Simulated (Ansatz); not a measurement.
## Si2Mo under changes of volume

One of the cells (13.416 Å³/atom); the others are scaled copies at fixed shape and fractional positions:

```
Mo Si
1.0
    -1.60000    1.60000    3.93050
     1.60000   -1.60000    3.93050
     1.60000    1.60000   -3.93050
Mo Si
1 2
Cartesian
  0.0000 0.0000 0.0000
  0.0000 0.0000 5.2433
  0.0000 0.0000 2.6177
```

| Property | Result |
| --- | --- |
| Program | Ansatz 0.2.0 |
| Functional | PBEsol |
| Potentials or basis | all-electron LAPW, scalar-relativistic |
| Cutoff | 223 eV (chosen from the basis error) |
| Basis error allowed | 0.001 eV/atom |
| k mesh | 12 × 12 × 12 |
| Occupations | gaussian, width 0.15 eV |
| Spin | collinear spin, random start |
| Starting moments | [1.0, 0.0, 0.0] μB |
| Fixed moment | 1 μB |

| volume (Å³/atom) | energy over the lowest point (meV/atom) | pressure (GPa) | largest force (eV/Å) |
| --- | --- | --- | --- |
| 12.611 | 49.09 | 17.8 | 0.243 |
| 12.879 | ? | ? | ? |
| 13.148 | 8.22 | 7.0 | 0.145 |
| 13.416 | 0.45 | 2.4 | 0.101 |
| 13.684 | 0.00 | -1.7 | 0.058 |
| 13.953 | 6.13 | -5.4 | 0.018 |
| 14.221 | 18.16 | -8.8 | 0.020 |

Task: What does the run at 12.879 Å³/atom give?

Result: Energy over the lowest point 24.13 meV/atom; pressure 12.1 GPa; largest force 0.193 eV/Å.

Worked out: A Birch-Murnaghan fit of order 3 (a polynomial in V^(-2/3)) to the other rows has its minimum at 13.57 Å³/atom with B0 = V·E''(V) = 208 GPa and B' = 4.3 at fixed shape and positions, which overstates the stiffness. It gives 24.16 meV/atom at 12.879 Å³/atom, against the run's 24.13, and -dE/dV = 12.1 GPa, against 12.1.

Energies are extrapolated to zero smearing.

Caveats: the total moment is fixed, so each spin has its own Fermi level.

The runs don't all hold the same shells in valence.
